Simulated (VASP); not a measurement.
# W: intraband terms of a metal's spectrum

W, Pbcm (no. 57), 4 atoms in the cell. PBE, independent-particle dielectric function; PAW potentials W_sv (PBE set).

## Input

INCAR.step1:
```
PREC     = Accurate       # precision mode
ENCUT    = 260            # plane-wave cutoff, eV
ISMEAR   = 1              # smearing method
SIGMA    = 0.1            # smearing width, eV
EDIFF    = 1E-7           # SCF threshold, eV
LASPH    = T              # aspherical terms in the spheres
KPAR     = 4            
LWAVE    = F              # write WAVECAR
LCHARG   = T              # write CHGCAR
LMAXMIX  = 4              # l up to which the mixer works
```

INCAR.step2:
```
PREC     = Accurate       # precision mode
ENCUT    = 260            # plane-wave cutoff, eV
ISMEAR   = 0              # smearing method
SIGMA    = 0.3            # smearing width, eV
EDIFF    = 1E-6           # SCF threshold, eV
LASPH    = T              # aspherical terms in the spheres
KPAR     = 4            
LWAVE    = T              # write WAVECAR
LCHARG   = F              # write CHGCAR
LMAXMIX  = 4              # l up to which the mixer works
ICHARG   = 11             # starting density
NBANDS   = 54             # bands
NEDOS    = 3000           # points of the DOS
OMEGAMAX = 30           
CSHIFT   = 0.1           
```

INCAR.step3, as INCAR.step2 but for:
```
- LWAVE = T
+ LWAVE = F
+ LOPTICS = T
+ ALGO = None
+ NELM = 1
+ ISTART = 1
```

INCAR.step4, as INCAR.step3 but for:
```
+ WPLASMAI = 0.03
```

INCAR.step5 to INCAR.step6 change the same tag again: WPLASMAI = 0.1, 0.3.

INCAR.step7, as INCAR.step6 but for:
```
- WPLASMAI = 0.3
+ RTIME = 20
```

INCAR.step8, as INCAR.step7 but for:
```
- RTIME = 20
+ RTIME = 5
```

INCAR.step9, as INCAR.step8 but for:
```
- RTIME = 5
+ LNABLA = T
```

INCAR.step10, as INCAR.step9 but for:
```
- ISMEAR = 0
- LNABLA = T
+ ISMEAR = -5
```

KPOINTS.step1:
```
k-points
0
Gamma
  9 6 6
```

KPOINTS.step2:
```
k-points
0
Gamma
  8 5 5
```

POSCAR:
```
W
1.0
    2.8096620000      0.0000000000      0.0000000000
    0.0000000000      4.8638700000      0.0000000000
    0.0000000000      0.0000000000      4.9236950000
W
4
Direct
    0.7931720000      0.9368430000      0.7500000000
    0.2068280000      0.4368430000      0.7500000000
    0.2068280000      0.0631570000      0.2500000000
    0.7931720000      0.5631570000      0.2500000000
```

Commands (each step's output is kept before the next begins):
```
cat potpaw_PBE.64/W_sv/POTCAR > POTCAR
cp INCAR.step1 INCAR
cp KPOINTS.step1 KPOINTS
mpirun -np 4 vasp_std > vasp.out
cp INCAR.step2 INCAR
cp KPOINTS.step2 KPOINTS
mpirun -np 4 vasp_std > vasp.out
cp INCAR.step3 INCAR
mpirun -np 4 vasp_std > vasp.out
cp INCAR.step4 INCAR
mpirun -np 4 vasp_std > vasp.out
cp INCAR.step5 INCAR
mpirun -np 4 vasp_std > vasp.out
cp INCAR.step6 INCAR
mpirun -np 4 vasp_std > vasp.out
cp INCAR.step7 INCAR
mpirun -np 4 vasp_std > vasp.out
cp INCAR.step8 INCAR
mpirun -np 4 vasp_std > vasp.out
cp INCAR.step9 INCAR
mpirun -np 4 vasp_std > vasp.out
cp INCAR.step10 INCAR
mpirun -np 4 vasp_std > vasp.out
```

## Result

- Bands: 54

One ground state, settings moved in the last step alone:

| Settings | Plasma frequency (eV) | Im ε at 0.5 eV | Im ε at 1 eV | Im ε at 2 eV | Im ε at 4 eV | Time (s) |
|---|---|---|---|---|---|---|
| interband part alone | 5.94 | 68.9 | 40.6 | 31.2 | 17.6 | 9 |
| Drude term, WPLASMAI 0.03 | 5.94 | 77.3 | 41.6 | 31.3 | 17.6 | 8 |
| Drude term, WPLASMAI 0.1 | 5.94 | 96.0 | 44.1 | 31.6 | 17.6 | 8 |
| Drude term, WPLASMAI 0.3 | 5.94 | 131.2 | 50.3 | 32.5 | 17.7 | 8 |
| relaxation time RTIME 20 fs | 5.94 | 78.1 | 41.7 | 31.3 | 17.6 | 8 |
| relaxation time RTIME 5 fs | 5.94 | 103.7 | 45.1 | 31.8 | 17.7 | 8 |
| transversal form (LNABLA) | 5.70 | 59.5 | 35.0 | 26.8 | 15.7 | 8 |
| tetrahedron method | – | – | – | – | – | no result |

Limits: Spin-orbit coupling is left out, which can matter with atoms this heavy.

VASP 6.6.1 took 92 s on 4 cores (AMD EPYC 7R43 (Zen 3)), a shared host.
